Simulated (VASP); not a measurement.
# ZrC (Fm-3m) in VASP: further runs

The runs below take ZrC through single point, relaxation of cell and atoms, with LDA.

Program: VASP 6.6.1. These are calculated values, not measurements. Logs are shortened: lines on timing, memory, paths and dates and some standing lists are left out, and cuts for length are marked.

**1. The crystal as given**

It takes space group Fm-3m (No. 225, cubic). Conventional cell: a = 4.642 Å, b = 4.642 Å, c = 4.642 Å, α = 90.00°, β = 90.00°, γ = 90.00°. Around Zr (site symmetry m-3m) lie 6 C at 2.32 Å. C (site symmetry m-3m) has 6 Zr at 2.32 Å as nearest neighbours.

**2. Single point, LDA**

INCAR

```
ALGO     = Fast           # electronic algorithm
EDIFF    = 1E-6           # SCF threshold, eV
ENCUT    = 520            # plane-wave cutoff, eV
GGA      = CA             # functional
ISIF     = 2              # what is computed and relaxed
ISMEAR   = 0              # smearing method
LASPH    = T              # aspherical terms in the spheres
LCHARG   = F              # write CHGCAR
LREAL    = F              # projectors in reciprocal space
LWAVE    = F              # write WAVECAR
NBANDS   = 15             # bands
NELM     = 100            # most SCF steps
PREC     = Accurate       # precision mode
SIGMA    = 0.1            # smearing width, eV
```

KPOINTS

```
k-points
0
Gamma
  16 16 16
```

POSCAR

```
ZrC
1.0
    0.0000000000      2.3207599043      2.3207599043
    2.3207599043      0.0000000000      2.3207599043
    2.3207599043      2.3207599043      0.0000000000
Zr C
1 1
Direct
    0.5000000000      0.5000000000      0.5000000000
    0.0000000000      0.0000000000      0.0000000000
```

Potentials or basis: VASP PAW LDA potentials, release 64 (Zr_sv, C).

Started as:

```sh
cat potpaw_LDA.64/Zr_sv/POTCAR potpaw_LDA.64/C/POTCAR > POTCAR
mpirun -np 1 vasp_std > vasp.out
```

OUTCAR:

```text
EDIFF = 1E-6
   ENCUT = 520
   GGA = CA
   ISIF = 2
   ISMEAR = 0
   LASPH = T
   LREAL = F
   NELM = 100
   PREC = Accurate

 ion  position               nearest neighbor table
   1  0.500  0.500  0.500-   2 2.32   2 2.32   2 2.32   2 2.32   2 2.32   2 2.32
   2  0.000  0.000  0.000-   1 2.32   1 2.32   1 2.32   1 2.32   1 2.32   1 2.32

  LATTYP: Found a face centered cubic cell.
 ALAT       =     4.6415198086

  Lattice vectors:

 A1 = (   0.0000000000,   2.3207599043,   2.3207599043)
 A2 = (   2.3207599043,   0.0000000000,   2.3207599043)
 A3 = (   2.3207599043,   2.3207599043,   0.0000000000)

Analysis of symmetry for initial positions (statically):
=====================================================================
 Subroutine PRICEL returns:
 Original cell was already a primitive cell.

 Routine SETGRP: Setting up the symmetry group for a
 face centered cubic supercell.

 Subroutine GETGRP returns: Found 48 space group operations
 (whereof 48 operations were pure point group operations)
 out of a pool of 48 trial point group operations.

The static configuration has the point symmetry O_h .

Analysis of symmetry for dynamics (positions and initial velocities):
=====================================================================
 Subroutine PRICEL returns:
 Original cell was already a primitive cell.

 Routine SETGRP: Setting up the symmetry group for a
 face centered cubic supercell.

 Subroutine GETGRP returns: Found 48 space group operations
 (whereof 48 operations were pure point group operations)
 out of a pool of 48 trial point group operations.

The dynamic configuration has the point symmetry O_h .

 Subroutine INISYM returns: Found 48 space group operations
 (whereof 48 operations are pure point group operations),
 and found     1 'primitive' translations

----------------------------------------------------------------------------------------

                                     Primitive cell

  volume of cell :      24.9989

  direct lattice vectors                    reciprocal lattice vectors
     0.000000000  2.320759904  2.320759904    -0.215446673  0.215446673  0.215446673
     2.320759904  0.000000000  2.320759904     0.215446673 -0.215446673  0.215446673
     2.320759904  2.320759904  0.000000000     0.215446673  0.215446673 -0.215446673

  length of vectors
     3.282050132  3.282050132  3.282050132     0.373164584  0.373164584  0.373164584

  position of ions in fractional coordinates (direct lattice)
[... 90 lines left out ...]
   NELECT =      16.0000    total number of electrons
   NUPDOWN=      -1.0000    fix difference up-down
   EMIN   =  10.00;   EMAX   =-10.00  energy-range for DOS
   EFERMI =   0.00;   METHOD = LEGACY
   ISMEAR =     0;   SIGMA  =   0.10  broadening in eV -4-tet -1-fermi 0-gaus
   EFERMI_NEDOS =   21; number of points for ismear=-14 and -15
   IALGO  =     68    algorithm
   IMIX   =      4    mixing-type and parameters
     AMIX     =   0.40;   BMIX     =  1.00
     AMIX_MAG =   1.60;   BMIX_MAG =  1.00
  volume/ion in A,a.u.               =      12.50        84.35
  Fermi-wavevector in a.u.,A,eV,Ry     =   1.410830  2.666082 27.081589  1.990441
  Thomas-Fermi vector in A             =   2.532743
   LORBIT       =      0    0 simple, 1 ext, 2 COOP (PROOUT), +10 PAW based schemes
   GGA     = CA    functional components
   LHFCALC =     F    Hartree Fock is set to
   AEXX    =    0.0000 exact exchange contribution
   IVDW    =     0    specifies the selected vdW correction
   LEPSILON=     F    determine dielectric tensor
   LRPA    =     F    only Hartree local field effects (RPA)
 non-spin polarized calculation
 RMM-DIIS sequential band-by-band and
 Gauss-broadening in eV      SIGMA  =   0.10
  energy-cutoff  :      520.00
  volume of cell :       25.00
 maximum number of plane-waves:       692
   NGX = 13   NGY = 13   NGZ = 13

 number of electron      16.0000000 magnetization

 Free energy of the ion-electron system (eV)
  ---------------------------------------------------
  ext. energy  EPLUGINS =         0.00000000
  ---------------------------------------------------
  free energy    TOTEN  =       -21.27841223 eV

  energy without entropy =      -21.27680768  energy(sigma->0) =      -21.27760995

 E-fermi :   9.8772     XC(G=0): -12.5434

 val. band max:        9.8556382332   @ k =   0.3750   0.3125   0.0000
 cond. band min:       9.9410529705   @ k =   0.4375   0.4375   0.0000
 fundamental gap:      0.0854147372
 Fermi energy:         9.8771985910

 k-point     1 :       0.0000    0.0000    0.0000
  band No.  band energies     occupation
      1     -37.7700      2.00000
      2     -15.6014      2.00000
      3     -15.6014      2.00000
      4     -15.6014      2.00000
      5      -1.3888      2.00000
      6      10.8430      0.00000
      7      10.8430      0.00000
      8      10.8431      0.00000
      9      10.9401      0.00000
     10      10.9401      0.00000
     11      10.9401      0.00000
     12      12.7983      0.00000
     13      12.7983      0.00000
     14      17.7256      0.00000
[... 401 lines left out ...]
      2     -15.6999      2.00000
      3     -15.6274      2.00000
      4     -15.6031      2.00000
      5      -1.1369      2.00000
      6       9.4757      2.00000
      7       9.6837      1.99378
      8       9.8125      1.63971
      9      11.0896      0.00000
     10      11.7566      0.00000
     11      11.8460      0.00000
     12      13.4568      0.00000
     13      14.3387      0.00000
     14      18.2058      0.00000
     15      21.0915      0.00000

 [... further k-points ...]

------------------------ aborting loop because EDIFF is reached ----------------------------------------

  FORCE on cell =-STRESS in cart. coord.  units (eV):
  Direction    XX          YY          ZZ          XY          YZ          ZX
  --------------------------------------------------------------------------------------
  -------------------------------------------------------------------------------------
  Total        0.0987876      0.0987876      0.0987876     -0.0000000     -0.0000000      0.0000000
  in kB        6.3312918      6.3312918      6.3312918     -0.0000000     -0.0000000      0.0000000
  external PRESSURE =       6.3312918 kB  Pullay stress =       0.0000000 kB

 VOLUME and BASIS-vectors are now :
 -----------------------------------------------------------------------------
  energy-cutoff  :      520.00
  volume of cell :       25.00
      direct lattice vectors                 reciprocal lattice vectors
     0.000000000  2.320759904  2.320759904    -0.215446673  0.215446673  0.215446673
     2.320759904  0.000000000  2.320759904     0.215446673 -0.215446673  0.215446673
     2.320759904  2.320759904  0.000000000     0.215446673  0.215446673 -0.215446673

 POSITION                                       TOTAL-FORCE (eV/Angst)
 -----------------------------------------------------------------------------------
      2.32076      2.32076      2.32076         0.000000     -0.000000     -0.000000
      0.00000      0.00000      0.00000        -0.000000      0.000000      0.000000
 -----------------------------------------------------------------------------------
    total drift:                                0.000000     -0.000000      0.000000

  FREE ENERGIE OF THE ION-ELECTRON SYSTEM (eV)
  ---------------------------------------------------
  free  energy   TOTEN  =       -21.2784122256 eV

  energy  without entropy=      -21.2768076838  energy(sigma->0) =      -21.27760995
```

stdout:

```text
POSCAR found type information on POSCAR ZrC
 POSCAR found :  2 types and       2 ions
 scaLAPACK will be used
 LDA part: xc-table for (Slater(with rela. corr.)+CA(PZ))
 , standard interpolation
 POSCAR, INCAR and KPOINTS ok, starting setup
 FFT: planning ... GRIDC
 FFT: planning ... GRID_SOFT
 FFT: planning ... GRID
 WAVECAR not read
 entering main loop
WARNING in EDDRMM: call to ZHEGV failed, returncode =   8  4      8
WARNING in EDDRMM: call to ZHEGV failed, returncode =   8  4     12
WARNING in EDDRMM: call to ZHEGV failed, returncode =   6  3      6
```

It took 27 s on 1 thread of Intel Xeon Platinum 8488C (Sapphire Rapids), shared host; peak memory 0.17 GiB.

Results:

- Free energy: -21.2784 eV
- Pressure: 0.6 GPa
- Band gap on the k mesh: none (metal or under the smearing width)

**3. Relaxation of cell and atoms, LDA**

INCAR

```
SYSTEM = ZrC
PREC = Accurate ; ENCUT = 600
EDIFF = 1E-7 ; ISMEAR = 0
SIGMA = 0.1 ; LREAL = .FALSE.
LASPH = .TRUE. ; NELM = 100
ALGO = Fast ; ISIF = 3
LWAVE = .FALSE. ; LCHARG = .FALSE.
GGA = CA ; IBRION = 2
NSW = 100 ; EDIFFG = -0.005
```

KPOINTS

```
regular mesh
0
G
  16 16 16
  0 0 0
```

POSCAR is that of step 2.

Potentials or basis: VASP PAW LDA potentials, release 64 (Zr_sv, C).

Started as:

```sh
cat potpaw_LDA.64/Zr_sv/POTCAR potpaw_LDA.64/C/POTCAR > POTCAR
mpirun -np 1 vasp_std > vasp.out
```

OUTCAR:

```text
SYSTEM = ZrC
   PREC = Accurate
   ENCUT = 600
   EDIFF = 1E-7
   ISMEAR = 0
   LREAL = .FALSE.
   LASPH = .TRUE.
   NELM = 100
   ISIF = 3
   GGA = CA
   IBRION = 2
   NSW = 100
   EDIFFG = -0.005

 ion  position               nearest neighbor table
   1  0.500  0.500  0.500-   2 2.32   2 2.32   2 2.32   2 2.32   2 2.32   2 2.32
   2  0.000  0.000  0.000-   1 2.32   1 2.32   1 2.32   1 2.32   1 2.32   1 2.32

  LATTYP: Found a face centered cubic cell.
 ALAT       =     4.6415198086

  Lattice vectors:

 A1 = (   0.0000000000,   2.3207599043,   2.3207599043)
 A2 = (   2.3207599043,   0.0000000000,   2.3207599043)
 A3 = (   2.3207599043,   2.3207599043,   0.0000000000)

Analysis of symmetry for initial positions (statically):
=====================================================================
 Subroutine PRICEL returns:
 Original cell was already a primitive cell.

 Routine SETGRP: Setting up the symmetry group for a
 face centered cubic supercell.

 Subroutine GETGRP returns: Found 48 space group operations
 (whereof 48 operations were pure point group operations)
 out of a pool of 48 trial point group operations.

The static configuration has the point symmetry O_h .

Analysis of symmetry for dynamics (positions and initial velocities):
=====================================================================
 Subroutine PRICEL returns:
 Original cell was already a primitive cell.

 Routine SETGRP: Setting up the symmetry group for a
 face centered cubic supercell.

 Subroutine GETGRP returns: Found 48 space group operations
 (whereof 48 operations were pure point group operations)
 out of a pool of 48 trial point group operations.

The dynamic configuration has the point symmetry O_h .

 Subroutine INISYM returns: Found 48 space group operations
 (whereof 48 operations are pure point group operations),
 and found     1 'primitive' translations

----------------------------------------------------------------------------------------

                                     Primitive cell

  volume of cell :      24.9989

  direct lattice vectors                    reciprocal lattice vectors
     0.000000000  2.320759904  2.320759904    -0.215446673  0.215446673  0.215446673
     2.320759904  0.000000000  2.320759904     0.215446673 -0.215446673  0.215446673
     2.320759904  2.320759904  0.000000000     0.215446673  0.215446673 -0.215446673

  length of vectors
     3.282050132  3.282050132  3.282050132     0.373164584  0.373164584  0.373164584

  position of ions in fractional coordinates (direct lattice)
     0.500000000  0.500000000  0.500000000
     0.000000000  0.000000000  0.000000000

  ion indices of the primitive-cell ions
   primitive index   ion index
                 1           1
                 2           2

----------------------------------------------------------------------------------------

 KPOINTS: regular mesh

Automatic generation of k-mesh.
 Grid dimensions read from file:
 generate k-points for:   16   16   16

 Generating k-lattice:

  Cartesian coordinates                     Fractional coordinates (reciprocal lattice)
    -0.013465417  0.013465417  0.013465417     0.062500000  0.000000000  0.000000000
[... 56 lines left out ...]
   LASPH  =      T    aspherical Exc in radial PAW
   ENCUT  =  600.0 eV  44.10 Ry    6.64 a.u.   6.56  6.56  6.56*2*pi/ulx,y,z
   NELM   =    100;   NELMIN=  2; NELMDL= -5     # of ELM steps
   EDIFF  = 0.1E-06   stopping-criterion for ELM
   LREAL  =      F    real-space projection
   EDIFFG = -.5E-02   stopping-criterion for IOM
   NSW    =    100    number of steps for IOM
   IBRION =      2    ionic relax: 0-MD 1-quasi-New 2-CG
   NFREE  =      1    steps in history (QN), initial steepest desc. (CG)
   ISIF   =      3    stress and relaxation
   ISYM   =      2    0-nonsym 1-usesym 2-fastsym
   POTIM  = 0.5000    time-step for ionic-motion
   TEBEG  =    0.0;   TEEND  =   0.0 temperature during run
   PSTRESS=    0.0 pullay stress
   NELECT =      16.0000    total number of electrons
   NUPDOWN=      -1.0000    fix difference up-down
   EMIN   =  10.00;   EMAX   =-10.00  energy-range for DOS
   EFERMI =   0.00;   METHOD = LEGACY
   ISMEAR =     0;   SIGMA  =   0.10  broadening in eV -4-tet -1-fermi 0-gaus
   EFERMI_NEDOS =   21; number of points for ismear=-14 and -15
   IALGO  =     68    algorithm
   IMIX   =      4    mixing-type and parameters
     AMIX     =   0.40;   BMIX     =  1.00
     AMIX_MAG =   1.60;   BMIX_MAG =  1.00
  volume/ion in A,a.u.               =      12.50        84.35
  Fermi-wavevector in a.u.,A,eV,Ry     =   1.410830  2.666082 27.081589  1.990441
  Thomas-Fermi vector in A             =   2.532743
   LORBIT       =      0    0 simple, 1 ext, 2 COOP (PROOUT), +10 PAW based schemes
   GGA     = CA    functional components
   LHFCALC =     F    Hartree Fock is set to
   AEXX    =    0.0000 exact exchange contribution
   IVDW    =     0    specifies the selected vdW correction
   LEPSILON=     F    determine dielectric tensor
   LRPA    =     F    only Hartree local field effects (RPA)
 conjugate gradient relaxation of ions
 non-spin polarized calculation
 RMM-DIIS sequential band-by-band and
 Gauss-broadening in eV      SIGMA  =   0.10
  energy-cutoff  :      600.00
  volume of cell :       25.00
 maximum number of plane-waves:       869
 NGX is ok and might be reduce to    28
   NGX = 13   NGY = 13   NGZ = 13

--------------------------------------- Ionic step        1  -------------------------------------------

 number of electron      16.0000000 magnetization

 Free energy of the ion-electron system (eV)
  ---------------------------------------------------
  ext. energy  EPLUGINS =         0.00000000
  ---------------------------------------------------
  free energy    TOTEN  =       -21.27949846 eV

  energy without entropy =      -21.27789414  energy(sigma->0) =      -21.27869630

------------------------ aborting loop because EDIFF is reached ----------------------------------------

  FORCE on cell =-STRESS in cart. coord.  units (eV):
  Direction    XX          YY          ZZ          XY          YZ          ZX
  --------------------------------------------------------------------------------------
  -------------------------------------------------------------------------------------
  Total        0.0827616      0.0827616      0.0827616      0.0000000      0.0000000      0.0000000
  in kB        5.3041854      5.3041854      5.3041854      0.0000000      0.0000000      0.0000000
  external PRESSURE =       5.3041854 kB  Pullay stress =       0.0000000 kB
[... 59 lines left out ...]
--------------------------------------- Ionic step        3  -------------------------------------------

 number of electron      16.0000000 magnetization

 Free energy of the ion-electron system (eV)
  ---------------------------------------------------
  ext. energy  EPLUGINS =         0.00000000
  ---------------------------------------------------
  free energy    TOTEN  =       -21.27958796 eV

  energy without entropy =      -21.27797167  energy(sigma->0) =      -21.27877981

 E-fermi :   9.8504     XC(G=0): -12.5327

 val. band max:        9.8285592227   @ k =   0.3750   0.3125   0.0000
 cond. band min:       9.9121711857   @ k =   0.4375   0.4375   0.0000
 fundamental gap:      0.0836119631
 Fermi energy:         9.8503822453

 k-point     1 :       0.0000    0.0000    0.0000
  band No.  band energies     occupation
      1     -37.8046      2.00000
      2     -15.6381      2.00000
      3     -15.6381      2.00000
      4     -15.6381      2.00000
      5      -1.4086      2.00000
      6      10.8158      0.00000
      7      10.8158      0.00000
      8      10.8158      0.00000
      9      10.9130      0.00000
     10      10.9130      0.00000
     11      10.9130      0.00000
     12      12.7655      0.00000
[... 331 lines left out ...]
 k-point    24 :      -0.0625    0.0625    0.0000
  band No.  band energies     occupation
      1     -37.7924      2.00000
      2     -15.7357      2.00000
      3     -15.6638      2.00000
      4     -15.6397      2.00000
      5      -1.1575      2.00000
      6       9.4504      2.00000
      7       9.6588      1.99325
      8       9.7873      1.62779
      9      11.0622      0.00000
     10      11.7274      0.00000
     11      11.8172      0.00000
     12      13.4223      0.00000

 [... further k-points ...]

------------------------ aborting loop because EDIFF is reached ----------------------------------------

  FORCE on cell =-STRESS in cart. coord.  units (eV):
  Direction    XX          YY          ZZ          XY          YZ          ZX
  --------------------------------------------------------------------------------------
  -------------------------------------------------------------------------------------
  Total       -0.0024080     -0.0024080     -0.0024080      0.0000000     -0.0000000      0.0000000
  in kB       -0.1539950     -0.1539950     -0.1539950      0.0000000     -0.0000000      0.0000000
  external PRESSURE =      -0.1539950 kB  Pullay stress =       0.0000000 kB
[... 17 lines left out ...]
  FREE ENERGIE OF THE ION-ELECTRON SYSTEM (eV)
  ---------------------------------------------------
  free  energy   TOTEN  =       -21.2795879637 eV

  energy  without entropy=      -21.2779716659  energy(sigma->0) =      -21.27877981

 reached required accuracy - stopping structural energy minimisation
```

OSZICAR:

```text
N       E                     dE             d eps       ncg     rms          rms(c)
DAV:   1     0.115689680394E+03    0.11569E+03   -0.98085E+03  3480   0.151E+03
DAV:   2    -0.169262980405E+02   -0.13262E+03   -0.12523E+03  4004   0.359E+02
DAV:   3    -0.244738021114E+02   -0.75475E+01   -0.74301E+01  6076   0.762E+01
[... 51 lines left out ...]
RMM:   8    -0.212795975342E+02   -0.11213E-04   -0.11223E-04  4740   0.134E-01    0.504E-02
RMM:   9    -0.212795875617E+02    0.99725E-05   -0.21546E-05  4016   0.599E-02    0.878E-03
RMM:  10    -0.212795877445E+02   -0.18280E-06   -0.81083E-06  4312   0.276E-02    0.237E-03
RMM:  11    -0.212795879980E+02   -0.25351E-06   -0.13395E-06  3479   0.772E-03    0.469E-03
RMM:  12    -0.212795879637E+02    0.34375E-07   -0.70197E-07  3232   0.609E-03
   3 F= -.21279588E+02 E0= -.21278780E+02  d E =-.894998E-04
```

CONTCAR:

```text
ZrC
   1.00000000000000
     0.0000000000000000    2.3224466281524765    2.3224466281524765
     2.3224466281524765    0.0000000000000000    2.3224466281524765
     2.3224466281524765    2.3224466281524765   -0.0000000000000000
  Zr              C
     1     1
Direct
     0.5000000000000000    0.5000000000000000    0.5000000000000000
     0.0000000000000000    0.0000000000000000    0.0000000000000000

  0.00000000E+00  0.00000000E+00  0.00000000E+00
  0.00000000E+00  0.00000000E+00  0.00000000E+00
```

Wall time 2.5 min (1 thread of Intel Xeon Platinum 8488C (Sapphire Rapids), shared host); peak memory 0.19 GiB.

Results:

```yaml
Free_energy: -21.2796 eV
Relaxed_volume: 12.53 Å³/atom
Relaxed_cell: a = 3.284 Å, b = 3.284 Å, c = 3.284 Å, α = 60.00°, β = 60.00°, γ = 60.00°
Space_group_after_relaxing_to_0.05_Å: Fm-3m (No. 225)
Energy_gained_by_relaxing: 0.0 meV/atom
Ionic_steps: 3
Pressure_after_relaxing: 0.0 GPa
Band_gap_on_the_k_mesh: none (metal or under the smearing width)
```

Final structure:
```
Zr C
1.0
     0.00000    2.32245    2.32245
     2.32245    0.00000    2.32245
     2.32245    2.32245    0.00000
Zr C
1 1
Direct
  0.50000 0.50000 0.50000
  0.00000 0.00000 0.00000
```
